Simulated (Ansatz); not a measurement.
# TiSi (Cmmm) in Ansatz: convergence with ecutfock ratio

Aim: find how far ecutfock ratio must go before the results for TiSi settle, at HSE06. This setting moves, with any that are tied to it; all else stays.

Program: Ansatz 0.2.0. These are calculated values, not measurements. Logs are shortened: lines on timing, memory, paths and dates and some standing lists are left out, and cuts for length are marked.

## 1. Starting point

The structure is orthorhombic, space group Cmmm (No. 65). Conventional cell: a = 3.632 Å, b = 4.235 Å, c = 3.804 Å, α = 90.00°, β = 90.00°, γ = 90.00°. Ti (site symmetry mmm) has 8 Si at 2.63 to 2.85 Å and 4 Ti at 2.79 Å as nearest neighbours. Around Si (site symmetry mmm) lie 8 Ti at 2.63 to 2.85 Å and 4 Si at 2.79 Å.

The cell comes from a database or a generator and needn't be the stable form of this composition.

## 2. With ecutfock ratio 1

Input file input.yaml:

```yaml
crystal:
  lattice:
    - [1.816178, -2.117624, 0.0]
    - [1.816178, 2.117624, 0.0]
    - [0.0, 0.0, 3.803934]
  atoms:
    - { symbol: Ti, position: [0.5, 0.5, 0.0] }
    - { symbol: Si, position: [0.0, 0.0, 0.5] }
hamiltonian:
  xc: hse06
  pseudopotentials: { kind: paw, source: jth }
kpoints:
  mp_grid: { grid: [5, 5, 4] }
scf:
  occupations: { method: fermi_dirac, width: 0.1 }
  exx: { ecutfock_ratio: 1 }
output:
  forces: true
  stress: true
  eigenvalues: true
```

Potentials or basis: JTH PAW.

The run is started by

```bash
$ ansatz run input.yaml --threads 2 --pin off --max-ram 5632MiB --backend cpu --events-out ev --progress --plain --runs-dir out
```

The log of the run:

```text
Warning: the checks of this Ti dataset prove no rule for summing its radial tables, as where they were carried onto another mesh than they were made on, and Gregory's rule is taken, under which a leading mesh point left out moves its sums only by what lay on the interval it spanned. That does not make them correct, and they differ from Quantum ESPRESSO's on this file; a re-export a fraction of a mesh step off can move them. hamiltonian.pseudopotentials.radial_quadrature: simpson_from_first_knot sums it by `pw.x`'s rule; on a PAW file no value gives `pw.x`'s numbers. What more to know: hamiltonian.pseudopotentials.radial_quadrature, in the input reference
Warning: the checks of this Si dataset prove no rule for summing its radial tables, as where they were carried onto another mesh than they were made on, and Gregory's rule is taken, under which a leading mesh point left out moves its sums only by what lay on the interval it spanned. That does not make them correct, and they differ from Quantum ESPRESSO's on this file; a re-export a fraction of a mesh step off can move them. hamiltonian.pseudopotentials.radial_quadrature: simpson_from_first_knot sums it by `pw.x`'s rule; on a PAW file no value gives `pw.x`'s numbers. What more to know: hamiltonian.pseudopotentials.radial_quadrature, in the input reference
Warning: output.stress: scf.convergence.dr2_threshold = 1e-7 eV (the SCF's general default) is looser than the 2e-10 eV advised for a printed stress (1e-10 eV for each atom of the cell: 2). What an SCF threshold leaves in a stress goes as its square root, and in the free energy as the threshold itself, and one threshold admits the most on a small cell: of the crystals measured, under no hybrid functional and no lock of the moments, on runs that ended without the residual-converged pass, on stresses that held no estimate of that error, the worst erred by over 100 MPa in a component at 1e-7 eV an atom and by under 5 at 1e-10. Set scf.convergence.dr2_threshold to 2e-10 eV or tighter. The threshold is an SCF's pass mark: one that does not reach it within its budget of iterations ends unconverged, or closes short of it on a stop that the run arms, and scf.convergence.dr2_threshold's page says what that costs each kind of run
Warning: output.stress: scf.exx.energy_threshold = 1e-6 eV is looser than the 2e-8 eV advised for a stress under a hybrid functional (1e-8 eV for each atom of the cell: 2). Every SCF of the exchange loop can meet its threshold on dr2 while the loop round them stops early: no threshold on dr2 bounds what that leaves in the stress. Set scf.exx.energy_threshold to 2e-8 eV or tighter. The threshold is the loop's pass mark: a loop that does not reach it within its budget of cycles ends unconverged, and scf.exx.energy_threshold's page has the law
settings of this run that can trade accuracy for cost: scf.exx.ecutfock_ratio: 1 (norm-conserving) | under the files' recommended ratio and basis.ecutrho_ratio (paw). Do not mix this run's numbers with those of runs without the same settings; the input reference describes each key
Warning: RAYON_NUM_THREADS=2 ignored (pool sized by the plan → 2); use --threads N
Engine: ansatz 0.2.0, aarch64-unknown-linux-gnu
Pseudopotentials: kind: paw
Pseudopotential: Ti, paw, valence charge 12, recommended cutoff 1230 eV (normal), Ti.paw.azcp
Pseudopotential: Si, paw, valence charge 4, recommended cutoff 390 eV (normal), Si.paw.azcp
Functional definition: HSE06
  parameter a = 0.25
  parameter omega = 0.11/bohr
  exchange = pbe_x - a*pbe_x_sr(omega) + a*exact_x_sr(omega)
  correlation = pbe_c
Crystal: 2 atoms, lattice volume = 29.260 Å³
[... 77 lines left out ...]
  E_vpaw       = -115.798766  (= ΣTr[D̂ρ^β])
  E_aug_tail   = -0.000001  (compensation charges beyond the density's cutoff)
  E_ewald      = -1225.537457
  E_core_change = -0.232575  (= ΣΔE_core)
  E_smearing   = -0.042136  (= −TS)
  E_closure    = 0.000013  (closes the sum)
  Σ components = -3135.982362   (vs F -3135.982362, Δ=0.00e0)
--- Forces (eV/Å), atoms counted from 1 ---
  atom   1  Ti    -0.00000000     0.00000000     0.00000000
  atom   2  Si    -0.00000000     0.00000000     0.00000000
  max |Σ_I F_I| component: 6.51e-30 eV/Å
--- Stress (GPa, compression-positive) ---
       -1.273266       0.000000       0.000000
        0.000000       1.364213       0.000000
        0.000000       0.000000      -4.017590
  P = ⅓ Tr σ = -1.3089 GPa (-13.089 kbar)
--- Band table (eV; the first three rows and the last of 27) ---
  k-point 0: bands = ["-47.9347", "-22.7587", "-22.2846", "-22.1615", "0.2034", "10.7404", "11.3783", "11.8336", "15.8589", "16.8540", "17.5818", "19.3172"]
  k-point 1: bands = ["-47.9336", "-22.7847", "-22.2838", "-22.1616", "0.8273", "7.8326", "12.0042", "13.5386", "15.0429", "16.3843", "17.6355", "21.0013"]
  k-point 2: bands = ["-47.9326", "-22.8110", "-22.2830", "-22.1617", "1.7408", "5.9336", "12.1894", "14.4959", "14.5447", "16.0337", "17.6955", "21.2051"]
  k-point 26: bands = ["-47.8028", "-22.7274", "-22.6546", "-22.6520", "6.2573", "9.2685", "9.9397", "12.2810", "15.2586", "16.1121", "16.2620", "16.8107"]
settings of this run that can trade accuracy for cost: scf.exx.ecutfock_ratio: 1 (norm-conserving) | under the files' recommended ratio and basis.ecutrho_ratio (paw). Do not mix this run's numbers with those of runs without the same settings; the input reference describes each key
```

Wall time 41 s (2 threads of Arm Neoverse V1, shared host); peak memory 2.5 GiB.

Results:

* Free energy: -3135.9824 eV
* Pressure: -1.3 GPa
* Band gap on the k mesh: none (metal or under the smearing width)

## 3. With ecutfock ratio 2

input.yaml, as its differences from that of step 2:

```diff
@@ -15,3 +15,3 @@
   occupations: { method: fermi_dirac, width: 0.1 }
-  exx: { ecutfock_ratio: 1 }
+  exx: { ecutfock_ratio: 2 }
 output:
```

Potentials or basis: JTH PAW.

The run is started by

```bash
$ ansatz run input.yaml --threads 2 --pin off --max-ram 5632MiB --backend cpu --events-out ev --progress --plain --runs-dir out
```

Run time: 67 s. Hardware: 2 threads of Arm Neoverse V1, shared host; peak memory 2.7 GiB.

Results:

| Quantity | Value |
| --- | --- |
| Free energy | -3135.9824 eV |
| Pressure | -1.3 GPa |
| Band gap on the k mesh | none (metal or under the smearing width) |

## 4. With ecutfock ratio 3

input.yaml, as its differences from that of step 3:

```diff
@@ -15,3 +15,3 @@
   occupations: { method: fermi_dirac, width: 0.1 }
-  exx: { ecutfock_ratio: 2 }
+  exx: { ecutfock_ratio: 3 }
 output:
```

The run is started by

```bash
$ ansatz run input.yaml --threads 2 --pin off --max-ram 5632MiB --backend cpu --events-out ev --progress --plain --runs-dir out
```

Wall time 74 s (2 threads of Arm Neoverse V1, shared host); peak memory 3 GiB.

Results (log left out):

| Property | Result |
| --- | --- |
| Free energy | -3135.9824 eV |
| Pressure | -1.3 GPa |
| Band gap on the k mesh | none (metal or under the smearing width) |

## 5. With ecutfock ratio 4

input.yaml, as its differences from that of step 4:

```diff
@@ -15,3 +15,3 @@
   occupations: { method: fermi_dirac, width: 0.1 }
-  exx: { ecutfock_ratio: 3 }
+  exx: { ecutfock_ratio: 4 }
 output:
```

The run is started by

```bash
$ ansatz run input.yaml --threads 2 --pin off --max-ram 5632MiB --backend cpu --events-out ev --progress --plain --runs-dir out
```

Run time: 73 s. Hardware: 2 threads of Arm Neoverse V1, shared host; peak memory 3 GiB.

Results (log left out):

| Quantity | Value |
| --- | --- |
| Free energy | -3135.9824 eV |
| Pressure | -1.3 GPa |
| Band gap on the k mesh | none (metal or under the smearing width) |

## 6. The series at a glance

```tsv
ecutfock ratio	energy less the tightest run, at zero smearing (meV/atom)	SCF cycles	CPU time (s)	peak memory (GiB)
1	0.00	22	80	2.5
2	0.00	22	130	2.7
3	0.00	22	140	3
4	0.00	22	140	3
```

Against the tightest run, the energy stays within 1 meV/atom from 1 on. The tightest run that finished is the yardstick and may itself not be fully converged.

Caveats: all runs use coarse meshes; the thresholds are loose for stress.
